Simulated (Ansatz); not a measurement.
**AlN: stress in a strained cell**

Aim: deform AlN (equal xy, yz and zx engineering shear strains of +3 %) and compute stress, forces and field gradients with LAPW, PAW and all-electron datasets made for the crystal.

Program: Ansatz 0.2.0. Level of theory: DFT PBEsol, scalar-relativistic. These are calculated values, not measurements.

### 1 The structure to begin with

It takes space group P6_3mc (No. 186, hexagonal). The conventional cell has a = 3.111 Å, b = 3.111 Å, c = 4.978 Å, α = 90.00°, β = 90.00°, γ = 120.00°. Al (site symmetry 3m) has 4 N at 1.89 to 1.92 Å as nearest neighbours. Around N (site symmetry 3m) lie 4 Al at 1.89 to 1.92 Å.

Coordinates:

```
CELL_PARAMETERS angstrom
3.11100 0.00000 0.00000
-1.55550 2.69421 0.00000
0.00000 0.00000 4.97800
ATOMIC_POSITIONS crystal
Al 0.33333 0.66667 0.00000
Al 0.66667 0.33333 0.50000
N 0.33333 0.66667 0.38500
N 0.66667 0.33333 0.88500
```

Atoms are numbered in the order of the input: Al1, Al2, N3, N4.

### 2 The deformed structure

Space group P6_3mc before, P1 after.

### 3 All-electron LAPW

The input, input.yaml:

```yaml
crystal:
  lattice:
    - [3.1110021516, 0.0466650323, 0.0466650323]
    - [-1.5150879724, 2.6708743784, 0.0170805873]
    - [0.07467, 0.07467, 4.978]
  atoms:
    - { symbol: Al, position: [0.3333333333, 0.6666666667, 0.0] }
    - { symbol: Al, position: [0.6666666667, 0.3333333333, 0.5] }
    - { symbol: "N", position: [0.3333333333, 0.6666666667, 0.385] }
    - { symbol: "N", position: [0.6666666667, 0.3333333333, 0.885] }
kpoints:
  mp_grid: { grid: [11, 11, 6] }
  band_path:
    path:
      - [0.0, 0.0, 0.0]
      - [0.0, -0.5, 0.0]
      - [0.0, 0.0, 0.5]
      - [0.0, 0.0, 0.0]
      - [-0.5, 0.0, 0.0]
      - [-0.5, 0.5, -0.5]
      - [0.0, 0.0, 0.0]
      - [-0.5, 0.0, -0.5]
      - [-0.5, 0.5, 0.0]
    npoints: 5
scf:
  occupations: { method: fermi_dirac, width: 0.02 }
hamiltonian:
  xc: pbesol
  pseudopotentials: { kind: all_electron, lapw: { basis_error: 0.001 } }
output:
  forces: true
  stress: true
  eigenvalues: true
```

On the command line:

```console
$ ansatz run input.yaml --threads 1 --pin off --max-ram 6144MiB --backend cpu --events-out ev --progress --plain --runs-dir out
```

The program printed, shortened:

```text
LAPW: plane waves up to 10.157 Å⁻¹, error target 1.0e-3 eV per atom; small_component_spin mean_spin; N in spheres of 0.889 Å, 7 of its electrons in bands, Dirac shells []; Al in spheres of 0.968 Å, 11 of its electrons in bands, Dirac shells []
[...]
Pseudopotentials: kind: all_electron
Pseudopotential: Al, LAPW, valence charge 11, Koelling and Harmon's equation, gaussian nucleus
Pseudopotential: N, LAPW, valence charge 7, Koelling and Harmon's equation, gaussian nucleus
Functional definition: PBEsol
[...]
Crystal: 4 atoms, lattice volume = 41.696 Å³
Basis set: ecut = 393.0844624728499 eV, 725 PW (Γ), exchange–correlation at level 2
Bands: 22, of which v1, the nominal top of the filled ones, is band 18 counted from 1 (17 counted from 0)
Symmetry: 1 space group operations
Space group: P1 (ITA 1), of the structure as read, at distance tolerance 3.5e-5 Å
k-points: 364 of 726 (time reversal used)
[...]
SCF iter   1: F=—  HF=-16168.843499 eV  |F-HF|=—  |Δ(HF+E_count)|=         —  Δρ=1.48e-1  dr2=1.10e1  ethr=3.06e-2  ⟨swp⟩=2.0  Hψ=55186  notcnv=0
[...]
the basis was enlarged: its passes take 580.5 KiB over the memory plan, 1 of 1 planned eigensolver slots
[...]
SCF iter   8: F=-16164.212390 eV  HF=-16164.212390 eV  |F-HF|=2.54e-8  |Δ(HF+E_count)|=   5.07e-7  Δρ=9.44e-6  dr2=3.79e-8  ethr=5.01e-9  ⟨swp⟩=2.4  Hψ=23168  notcnv=0
[...]
NSCF: frozen V_eff on 41 k-points
SCF converged after 8 iterations
Free energy (F): -16164.212390 eV
[...]
E sigma→0 (E₀):  -16164.212390 eV
Fermi energy:    10.716383 eV
[...]
--- Forces (eV/Å), atoms counted from 1 ---
  atom   1  Al    -0.40451593    -0.12421794     0.21370816
  atom   2  Al     0.11894415    -0.15766734     0.18380005
  atom   3  N     -0.15959530     0.15747472    -0.18014808
  atom   4  N      0.44517710     0.12441064    -0.21738500
[...]
--- Stress (GPa, compression-positive) ---
        1.339476      -5.347617      -3.844963
       -5.347617       1.384381      -3.830467
       -3.844963      -3.830467      -0.617952
  P = ⅓ Tr σ = 0.7020 GPa (7.020 kbar)
--- Band table (eV; the first three rows and the last of 364) ---
  k-point 0: bands = ["-363.5044", "-363.5024", "-91.5574", "-91.5537", "-53.2571", "-53.2447", "-53.2384", "-53.2329", "-53.2249", "-53.2242", "-6.5723", "-4.3761", "2.5653", "7.6292", "7.7906", "8.2693", "8.4498", "8.7015", "12.7230", "15.1616", "19.0619", "19.4148"]
[...]
```

Wall time 4.3 min (1 thread of Arm Neoverse V1, shared host); peak memory 1.2 GiB.

Result: pressure 0.70 GPa; gap 4.02 eV, direct at Γ; largest force 0.511 eV/Å.

### 4 PAW with frozen cores

The input, input.yaml:

```yaml
crystal:
  lattice:
    - [3.1110021516, 0.0466650323, 0.0466650323]
    - [-1.5150879724, 2.6708743784, 0.0170805873]
    - [0.07467, 0.07467, 4.978]
  atoms:
    - { symbol: Al, position: [0.3333333333, 0.6666666667, 0.0] }
    - { symbol: Al, position: [0.6666666667, 0.3333333333, 0.5] }
    - { symbol: "N", position: [0.3333333333, 0.6666666667, 0.385] }
    - { symbol: "N", position: [0.6666666667, 0.3333333333, 0.885] }
kpoints:
  mp_grid: { grid: [11, 11, 6] }
scf:
  occupations: { method: fermi_dirac, width: 0.02 }
hamiltonian:
  xc: pbesol
  pseudopotentials: { kind: paw }
output:
  forces: true
  stress: true
  eigenvalues: true
  efg: { contact_densities: true }
  write_density: true
  write_potential: true
  elf: true
  volumetric_format: npy
```

On the command line:

```console
$ ansatz run input.yaml --threads 1 --pin off --max-ram 6144MiB --backend cpu --events-out ev --progress --plain --runs-dir out
```

The program printed:

```text
Engine: ansatz 0.2.0
Pseudopotentials: kind: paw
Pseudopotential: Al, paw, valence charge 3, recommended cutoff 420 eV (normal)
Pseudopotential: N, paw, valence charge 5, recommended cutoff 420 eV (normal)
[... 1 set-up line as earlier in the session ...]
  exchange = pbesol_x
  correlation = pbesol_c
Crystal: 4 atoms, lattice volume = 41.696 Å³
Basis set: ecut = 420 eV, 811 PW (Γ), exchange–correlation on 48×48×72 points (8 copies of the dense FFT grid, shifted against one another)
Bands: 12, of which v1, the nominal top of the filled ones, is band 8 counted from 1 (7 counted from 0)
[... 2 set-up lines as earlier in the session ...]
k-points: 364 of 726 (time reversal used)
Non-local potential: Al, projectors of the file, l = 0: 2, l = 1: 2, l = 2: 1
Non-local potential: N, projectors of the file, l = 0: 2, l = 1: 2, l = 2: 1
PAW form: soft (Blöchl's): semilocal exchange-correlation on the pseudo side does not see the compensation charge
PAW frozen core: Al, regenerated for the run's functional, and the local potential with it (the file was generated under x = pbe(κ = 0.804, μ = 0.2195149727645171), c = pbe(β = 0.06672455060314922))
PAW frozen core: N, regenerated for the run's functional, and the local potential with it (the file was generated under x = pbe(κ = 0.804, μ = 0.2195149727645171), c = pbe(β = 0.06672455060314922))
PAW one-centre angular grid: Al, 110 points (default); XC on 64 Gauss nodes
PAW one-centre angular grid: N, 110 points (default); XC on 64 Gauss nodes
Initial density: superposition of atomic densities (neutral atoms: chi_scale 0, normalization atom), corrected by the library's trained network
Initial wavefunctions: pseudopotential atomic-orbital guess
Functional: x = pbesol(κ = 0.804, μ = 0.12345679012345678), c = pbesol(β = 0.046)
SCF iter   1: F=—  HF=-1811.877287 eV  |F-HF|=—  |Δ(HF+E_count)|=         —  Δρ=1.04e-2  dr2=4.78e-2  ethr=1.77e-3  ⟨swp⟩=6.3  Hψ=30273  notcnv=0
preconditioner: auto → none  [insulator: Δε(μ)=3.932 eV  Ē_g=12.949 eV  σ=0.020 eV  W_gap=1.00  n_scr=4 (ndim 8)  ℏωp=23.0 eV  f_vac=0.000  D(μ)=0.00/eV (n_scr^D=0)  ε∞_Penn≈4.2]
SCF iter   2: F=—  HF=-1811.863705 eV  |F-HF|=—  |Δ(HF+E_count)|=   1.36e-2  Δρ=1.34e-3  dr2=7.97e-4  ethr=2.99e-4  ⟨swp⟩=3.0  Hψ=11021  notcnv=0
SCF iter   3: F=—  HF=-1811.863547 eV  |F-HF|=—  |Δ(HF+E_count)|=   1.58e-4  Δρ=4.86e-4  dr2=5.30e-5  ethr=4.98e-6  ⟨swp⟩=2.0  Hψ=6939  notcnv=0
SCF iter   4: F=—  HF=-1811.863414 eV  |F-HF|=—  |Δ(HF+E_count)|=   1.33e-4  Δρ=2.05e-5  dr2=6.85e-8  ethr=6.25e-10  ⟨swp⟩=7.9  Hψ=33253  notcnv=0
iter 5 did not close the SCF: its close was put off for the readings that it lacked (scf_convergence_deferred on its scf_iter line)
SCF iter   5: F=-1811.863414 eV  HF=-1811.863414 eV  |F-HF|=1.34e-9  |Δ(HF+E_count)|=   3.24e-8  Δρ=2.16e-6  dr2=2.32e-9  ethr=4.28e-10  ⟨swp⟩=2.7  Hψ=7542  notcnv=0
SCF iter   6: F=-1811.863414 eV  HF=-1811.863414 eV  |F-HF|=1.54e-9  |Δ(HF+E_count)|=  2.98e-10  Δρ=1.08e-6  dr2=1.79e-9  ethr=1.45e-11  ⟨swp⟩=4.0  Hψ=21112  notcnv=0
SCF 1 converged in 6 iterations: F = -1811.863414 eV  dr2 = 1.79e-9
SCF converged after 6 iterations
Free energy (F): -1811.863414 eV
Harris-Foulkes:  -1811.863414 eV  (|F-HF|=1.54e-9)
Internal energy: -1811.863414 eV  (E = F + TS)
E sigma→0 (E₀):  -1811.863414 eV
Fermi energy:    9.176375 eV
--- Per-component energies (eV) ---
  E_band       = 29.080723
  E_kinetic    = 317.814632
  E_local      = -445.548086  (includes V_loc(G=0)·N_el)
  E_nonlocal   = 111.352161
  E_hartree    = 153.571414
  E_xc         = -201.468568
  E_vxc        = -215.039671  (∫ρ·V_xc dr)
  E_paw        = -1155.528915  (= ΣΔE_a)
  E_vpaw       = -46.641333  (= ΣTr[D̂ρ^β])
  E_aug_tail   = 0.000188  (compensation charges beyond the density's cutoff)
  E_ewald      = -592.150716
  E_core_change = 0.094476  (= ΣΔE_core)
  E_smearing   = -0.000000  (= −TS)
  E_closure    = 0.000000  (closes the sum)
  Σ components = -1811.863414   (vs F -1811.863414, Δ=0.00e0)
--- Forces (eV/Å), atoms counted from 1 ---
  atom   1  Al    -0.40492458    -0.12456296     0.21290778
  atom   2  Al     0.11891726    -0.15774697     0.18309378
  atom   3  N     -0.16010208     0.15754182    -0.17941196
  atom   4  N      0.44611169     0.12476959    -0.21659550
  max |Σ_I F_I| component: 5.89e-6 eV/Å
--- Stress (GPa, compression-positive) ---
        1.484293      -5.349987      -3.842236
       -5.349983       1.530610      -3.828012
       -3.842236      -3.828012      -0.492912
  P = ⅓ Tr σ = 0.8407 GPa (8.407 kbar)
--- PAW observables at the nuclei: V_zz in 10²¹ V/m², potentials from the cell's mean, atoms counted from 1 ---
  atom   1  Al V_zz =    -1.085300   η = 0.7389   by run symmetry: allowed
            electrostatic potential = -1231.361930 V   contact ρ = 10040.096435 e/Å³
  atom   2  Al V_zz =    +0.909985   η = 0.8130   by run symmetry: allowed
            electrostatic potential = -1231.350299 V   contact ρ = 10040.076765 e/Å³
  atom   3  N  V_zz =    +0.667307   η = 0.1833   by run symmetry: allowed
            electrostatic potential = -516.300619 V   contact ρ = 1402.637564 e/Å³
  atom   4  N  V_zz =    +0.748428   η = 0.2032   by run symmetry: allowed
            electrostatic potential = -516.304983 V   contact ρ = 1402.643032 e/Å³
--- Band table (eV; the first three rows and the last of 364) ---
  k-point 0: bands = ["-8.0948", "-5.9059", "1.0389", "6.0959", "6.2578", "6.7339", "6.9143", "7.1666", "11.1777", "13.6290", "17.5249", "17.8843"]
  k-point 1: bands = ["-7.9870", "-6.1191", "1.4174", "6.1344", "6.2935", "6.4849", "6.7556", "6.8706", "11.6827", "13.6934", "17.3666", "17.8346"]
  k-point 2: bands = ["-7.6744", "-6.6244", "2.4066", "5.1978", "6.2445", "6.3981", "6.6099", "6.7551", "12.6390", "13.7511", "17.1153", "17.8198"]
  k-point 363: bands = ["-6.2871", "-5.4541", "1.6243", "2.7430", "3.9506", "4.9756", "5.7471", "6.1806", "12.6305", "13.6382", "15.8210", "16.7549"]
```

It took 28 s on 1 thread of Arm Neoverse V1, shared host; peak memory 0.49 GiB.

This run gives: pressure 0.84 GPa; gap on the k mesh 4.01 eV; largest force 0.511 eV/Å; Vzz Al1 -1.09 (η = 0.74), Al2 0.91 (η = 0.81), N3 0.67 (η = 0.18), N4 0.75 (η = 0.20) (10²¹ V/m²).

Density in a lattice plane of the grid's cell (edges 3.11 and 4.98 Å, at 0.333 of the third edge), which holds Al and N.

Ten even steps from '0' (0.06 e/Å³) to '9' (3.60 e/Å³):
```
00000124788631
00000125999742
00000125899741
00000013577521
00000001233210
00000001111100
00000000000000
00000000000000
00000000000000
00000000000000
01111000000000
11111100000000
01111000000000
00000000000000
00000000000000
00000000000000
00000000000000
00000000000000
00000001111100
00000012344311
```
Columns run along the first of these edges and rows up along the second, over one cell in 14 and 20 even steps from the bottom left corner. Atoms in the plane (fractional): Al at (0.67, 0.50), N at (0.67, 0.89).

ELF in the same plane.

Ten even steps from '0' (0.01) to '9' (0.86):
```
84226899756899
84226899512699
74225898623799
63113689888998
41012579999987
21001358999975
11111135677642
22222210000011
55665420000002
77777640000015
88888851000027
88888763000047
77777753100146
66766542111134
45555321100112
23443210000011
11221111222111
21111234555543
42113578888876
74125899999999
```
Columns run along the first of these edges and rows up along the second, over one cell in 14 and 20 even steps from the bottom left corner. Atoms in the plane (fractional): Al at (0.67, 0.50), N at (0.67, 0.89).

Both are smooth fields of the valence electrons: close to the nuclei they are not physical.

Outside the cores ELF peaks at 0.89 on the N–Al line, 0.8 Å from N.

### 5 All-electron PAW on datasets made for the crystal

input.yaml, as its differences from that of step 4:

```diff
@@ -16,3 +16,3 @@
   xc: pbesol
-  pseudopotentials: { kind: paw }
+  pseudopotentials: { kind: all_electron, datasets: crystal }
 output:
@@ -22,5 +22 @@
   efg: { contact_densities: true }
-  write_density: true
-  write_potential: true
-  elf: true
-  volumetric_format: npy
```

On the command line:

```console
$ ansatz run input.yaml --threads 1 --pin off --max-ram 6144MiB --backend cpu --events-out ev --progress --plain --runs-dir out
```

The program printed, shortened:

```text
[...]
[... 1 set-up line as earlier in the session ...]
Pseudopotential: Al, paw, valence charge 11, recommended cutoff 380 eV (normal), Koelling and Harmon's equation, gaussian nucleus
Pseudopotential: N, paw, valence charge 5, recommended cutoff 380 eV (normal), Koelling and Harmon's equation, gaussian nucleus
[... 1 set-up line as earlier in the session ...]
[...]
Crystal: 4 atoms, lattice volume = 41.696 Å³
Basis set: ecut = 380 eV, 699 PW (Γ), exchange–correlation on 48×48×72 points (8 copies of the dense FFT grid, shifted against one another)
Bands: 12, of which v1, the nominal top of the filled ones, is band 8 counted from 1 (7 counted from 0)
[... 2 set-up lines as earlier in the session ...]
k-points: 364 of 726 (time reversal used)
[...]
       -3.845094      -3.830545      -0.618944
  P = ⅓ Tr σ = 0.7012 GPa (7.012 kbar)
  It holds what live shells' own plane waves past their cutoff add
--- PAW observables at the nuclei: V_zz in 10²¹ V/m², potentials from the cell's mean, atoms counted from 1 ---
  atom   1  Al V_zz =    -1.055999   η = 0.7540   by run symmetry: allowed
            electrostatic potential = -1229.793779 V   contact ρ = 10046.099034 e/Å³
  atom   2  Al V_zz =    +0.907605   η = 0.8069   by run symmetry: allowed
            electrostatic potential = -1229.786999 V   contact ρ = 10046.080560 e/Å³
  atom   3  N  V_zz =    +0.652538   η = 0.1982   by run symmetry: allowed
            electrostatic potential = -515.518213 V   contact ρ = 1402.879046 e/Å³
  atom   4  N  V_zz =    +0.737019   η = 0.2175   by run symmetry: allowed
            electrostatic potential = -515.522338 V   contact ρ = 1402.884770 e/Å³
--- Band table (eV; the first three rows and the last of 364) ---
  k-point 0: bands = ["-6.5722", "-4.3761", "2.5653", "7.6292", "7.7906", "8.2693", "8.4497", "8.7015", "12.7231", "15.1615"]
[...]
```

Run time: 67 s. Hardware: 1 thread of Arm Neoverse V1, shared host; peak memory 1.4 GiB.

Result: pressure 0.70 GPa; gap on the k mesh 4.02 eV; largest force 0.511 eV/Å; Vzz Al1 -1.06 (η = 0.75), Al2 0.91 (η = 0.81), N3 0.65 (η = 0.20), N4 0.74 (η = 0.22) (10²¹ V/m²).

### 6 Stress and forces compared

Stress (GPa, compression positive):

```
          method    xx    yy     zz     yz     xz     xy
            LAPW  1.34  1.38  -0.62  -3.83  -3.84  -5.35
             PAW  1.48  1.53  -0.49  -3.83  -3.84  -5.35
crystal datasets  1.34  1.38  -0.62  -3.83  -3.85  -5.35
```

Forces (eV/Å):

```
atom  LAPW x  LAPW y  LAPW z   PAW x   PAW y   PAW z  crystal datasets x  crystal datasets y  crystal datasets z
 Al1  -0.405  -0.124   0.214  -0.405  -0.125   0.213              -0.405              -0.124               0.214
 Al2   0.119  -0.158   0.184   0.119  -0.158   0.183               0.119              -0.158               0.184
  N3  -0.160   0.157  -0.180  -0.160   0.158  -0.179              -0.160               0.157              -0.180
  N4   0.445   0.124  -0.217   0.446   0.125  -0.217               0.445               0.124              -0.217
```

| method | pressure (GPa) | gap on the k mesh (eV) | largest force (eV/Å) | Vzz Al1 (10²¹ V/m²) | Vzz Al2 (10²¹ V/m²) | Vzz N3 (10²¹ V/m²) | SCF cycles, all passes |
| --- | --- | --- | --- | --- | --- | --- | --- |
| LAPW | 0.70 | 4.02 | 0.511 | – | – | – | 8 |
| PAW | 0.84 | 4.01 | 0.511 | -1.09 | 0.91 | 0.67 | 6 |
| crystal datasets | 0.70 | 4.02 | 0.511 | -1.06 | 0.91 | 0.65 | 8 |

### 7 Outcome

```
                                 quantity                                           value
                                 pressure  LAPW 0.70, PAW 0.84, crystal datasets 0.70 GPa
largest shear or deviatoric stress (LAPW)                                        5.35 GPa
```

What this shows: The largest part of the stress beyond the pressure is 5.35 GPa in size, in the xy component; the atoms are carried along and not relaxed. No run of the undeformed cell stands beside it, so the pressure holds what the given cell had before the change. PAW: stress within 0.15 GPa of LAPW, forces within 1 meV/Å. Crystal datasets: stress within 0.01 GPa of LAPW, forces within 1 meV/Å.
